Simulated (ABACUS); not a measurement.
The system is Re.

```
CELL_PARAMETERS angstrom
2.76080 0.00000 0.00000
-1.38040 2.39092 0.00000
0.00000 0.00000 4.45820
ATOMIC_POSITIONS crystal
Re 0.66667 0.33333 0.75000
Re 0.33333 0.66667 0.25000
```

Base run:

* Program: ABACUS 3.10.1
* Functional: PBEsol
* Potentials or basis: PseudoDojo NC SR 0.5 PBE standard
* Cutoff: 993 eV
* Density cutoff: 3973 eV
* Basis: plane waves
* k mesh: 9 × 9 × 5
* Occupations: fermi-dirac, width 0.05 eV
* Spin: no spin polarisation

Its results: band gap on the k mesh none (metal or under the smearing width); pressure -3.5 GPa.

**Question.** The run is repeated on the same cell with these changes: functional from PBEsol to BP86. What comes out?

**Answer.** Band gap on the k mesh none (metal or under the smearing width); pressure 7.5 GPa.

Caveats: the potentials were made for another functional, which shifts forces and pressure.

Not every run made on this cell is shown here.
